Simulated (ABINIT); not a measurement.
ZrS2: single point with PBEsol

Crystal: ZrS2.

```xyz
3
Lattice="3.6327 0.0000 0.0000 -1.8163 3.1460 0.0000 0.0000 0.0000 5.8835" Properties=species:S:1:pos:R:3 pbc="T T T"
Zr    0.0000    0.0000    0.0000
S     0.0000    2.0973    1.4503
S     1.8163    1.0487    4.4331
```

The cell is a database's computed one.

The cell isn't the ideal one: cell relaxed.

| Quantity | Value |
| --- | --- |
| Program | ABINIT 10.8.3 (patched build) |
| Task | single point |
| Functional | PBEsol |
| Potentials or basis | PseudoDojo NC SR PBEsol v0.4.1 standard |
| Cutoff | 898 eV |
| k mesh | 6 × 6 × 4 |
| Occupations | fermi-dirac, width 0.05 eV |
| Spin | no spin polarisation |

The pressure is 0.0 GPa. The band gap on the k mesh is 0.79 eV, indirect (least direct gap 1.52 eV) and the valence electrons inside the program's atomic spheres are Zr 8.32; S 3.92.

Levels at points of the mesh, in eV from the valence-band top:
| k point | band 10 | band 11 | band 12 | band 13 | band 14 | band 15 |
| --- | --- | --- | --- | --- | --- | --- |
| (0.00, 0.00, 0.00) | -0.06 | -0.06 | 0.00 | 1.52 | 1.52 | 2.26 |
| (0.50, 0.00, 0.00) | -2.53 | -1.90 | -1.23 | 1.01 | 3.33 | 3.66 |
| (0.00, 0.00, 0.50) | -1.89 | -0.21 | -0.21 | 1.48 | 1.48 | 2.68 |
| (0.50, 0.00, 0.50) | -2.40 | -0.94 | -0.80 | 0.79 | 3.32 | 3.65 |

Run time: 41 s on 1 thread of Arm Neoverse V2 (shared host), peak memory 0.1 GiB.

Caveat: this functional lacks dispersion, which binds the layers, so the pressure and a relaxed spacing across them are unreliable. A k mesh can miss the band edges.
